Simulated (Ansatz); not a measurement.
**Bi: which structure is lowest?**

The calculation used Ansatz, DFT, RPBE, plane waves (420 eV) with PAW, scalar-relativistic. (PAW data from PBE, frozen cores regenerated.)

Each structure is relaxed within its own symmetry, so a high-lying one may be dynamically unstable.

```csv
structure,ΔE (meV/atom),V (Å³/atom),cell,magnetic state
A7 rhombohedral,0,38.89,"a = 4.606 Å, c = 12.701 Å (c/a = 2.758)",spin not included
simple cubic,65,36.22,a = 3.309 Å,spin not included
diamond,139,50.26,a = 7.381 Å,spin not included
bcc,160,32.57,a = 4.024 Å,spin not included
hcp,166,32.52,"a = 3.574 Å, c = 5.881 Å (c/a = 1.646)",spin not included
omega (AlB2-type),174,32.93,"a = 5.791 Å, c = 3.402 Å (c/a = 0.587)",spin not included
dhcp,182,32.60,"a = 3.556 Å, c = 11.911 Å (c/a = 3.350)",spin not included
fcc,212,32.77,a = 5.080 Å,spin not included
A15,263,33.45,a = 6.444 Å,spin not included
```

ΔE counts from A7 rhombohedral.

Differences under about 8 meV lie within the error of the k-point mesh.
